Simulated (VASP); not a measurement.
## TiN: optical spectrum with PBE

The system is TiN.

```
Ti N
1.0
     0.00000    2.12000    2.12000
     2.12000    0.00000    2.12000
     2.12000    2.12000    0.00000
Ti N
1 1
Direct
  0.00000 0.00000 0.00000
  0.50000 0.50000 0.50000
```

The cell was built by a generator and isn't the measured one.

* Program: VASP 6.6.1
* Task: optical spectrum
* Functional: PBE
* Potentials or basis: VASP PAW PBE potentials, release 64 (Ti_sv, N)
* Cutoff: 520 eV
* k mesh: 16 × 16 × 16
* Occupations: fermi-dirac, width 0.05 eV
* Spin: non-collinear spin, zero start, spin-orbit coupling
* Starting moments: [[0.0, 0.0, 0.0], [0.0, 0.0, 0.0]] μB
* Further INCAR settings: ALGO = Fast; EDIFF = 1e-06; NBANDS = 113

* Pressure: 1.8 GPa
* Net moment: 0.00 μB per cell
* Valence electrons inside the program's atomic spheres: Ti 10.38; N 3.75

Dielectric function (mean over the directions given):
```tsv
energy (eV)	real part	imaginary part
0.28	29.79	74.51
1.29	3.73	4.63
2.30	8.74	2.22
3.32	10.48	5.74
4.33	8.59	6.21
5.44	5.96	9.29
6.45	2.06	10.10
7.47	0.38	7.45
8.48	-0.91	5.80
9.50	-2.01	5.64
10.60	-2.06	1.97
11.62	-0.12	0.63
12.63	0.76	1.89
13.64	0.23	2.58
14.66	-0.30	1.62
15.76	0.72	1.12
16.78	1.64	1.91
17.79	-0.38	2.09
18.81	0.24	2.15
19.91	-0.18	1.35
```

Moments on the atoms (μB; x, y, z):
```
Ti  0.00 0.00 0.00
N   0.00 0.00 0.00
```

It took 10 min on 1 thread of Intel(R) Xeon(R) Platinum 8488C (Sapphire Rapids), with other jobs on the host, peak memory 0.73 GiB.

Caveat: independent-particle spectra lack excitons.
